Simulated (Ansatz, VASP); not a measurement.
**SiC (Moissanite 3C): VASP beside Ansatz**

```
Si C
1.0
     0.00000    2.17900    2.17900
     2.17900    0.00000    2.17900
     2.17900    2.17900    0.00000
Si C
1 1
Direct
  0.00000 0.00000 0.00000
  0.75000 0.75000 0.75000
```

Alike in both runs: task single point; functional PBE; k mesh 10 × 10 × 10; occupations gaussian, width 0.014 eV; no spin polarisation.

|  | VASP | Ansatz |
| --- | --- | --- |
| version | VASP 6.6.1 | Ansatz 0.2.0 |
| potentials or method | VASP PAW PBE potentials, release 64 (Si, C) | Ansatz PAW |
| plane-wave cutoff (eV) | 520 | 420 |
| valence electrons in the cell | 8 | 8 |

|  | VASP | Ansatz | Ansatz less VASP |
| --- | --- | --- | --- |
| gap on the k mesh at the Fermi level (eV) | 1.36 | 1.36 | +0.002 |
| least direct gap on the mesh (eV) | 4.54 | 4.55 | +0.004 |
| pressure (GPa) | 3.2 | 3.3 | +0.06 |

The functional is the same, so the differences come from potentials, cutoffs and numerics.

A k mesh can miss the band edges. PBE gaps usually lie below the measured ones, often by a third to a half.
